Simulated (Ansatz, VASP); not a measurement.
## Two plane-wave programs on Cu

```
Cu
1.0
     5.13324    0.00000    0.00000
    -2.56662    4.44552    0.00000
     0.00000    0.00000   22.12363
Cu
12
Direct
  0.33333 0.16667 0.18080
  0.33333 0.66667 0.18080
  0.83333 0.16667 0.18080
  0.83333 0.66667 0.18080
  0.16667 0.33333 0.27399
  0.16667 0.83333 0.27399
  0.66667 0.33333 0.27399
  0.66667 0.83333 0.27399
  0.00000 0.00000 0.36719
  0.00000 0.50000 0.36719
  0.50000 0.00000 0.36719
  0.50000 0.50000 0.36719
```

Alike in both runs: task single point; functional PBE; k mesh 6 × 6 × 1; occupations gaussian, width 0.1 eV; no spin polarisation.

|  | VASP | Ansatz |
| --- | --- | --- |
| version | VASP 6.6.1 | Ansatz 0.2.0 |
| potentials or method | VASP PAW PBE potentials, release 64 (Cu) | scalar-relativistic, plane waves, PAW |
| plane-wave cutoff (eV) | 520 | 420 |
| valence electrons in the cell | 132 | 228 |

Ansatz gave:

| Property | Result |
| --- | --- |
| gap on the k mesh at the Fermi level (eV) | none |
| rms of the force components (eV/Å) | 0.003 |
| work function, face that differs most (eV) | 4.73 |

**Question.** Which values does VASP return?

**Answer.** gap on the k mesh at the Fermi level (eV): none; rms of the force components (eV/Å): 0.011; work function, face that differs most (eV): 4.70.

Atom by atom the forces differ by 0.008 eV/Å (rms over components). A gap of «none» marks a metal or a gap that the smearing closes. The two sets of potentials don't hold the same shells in valence.
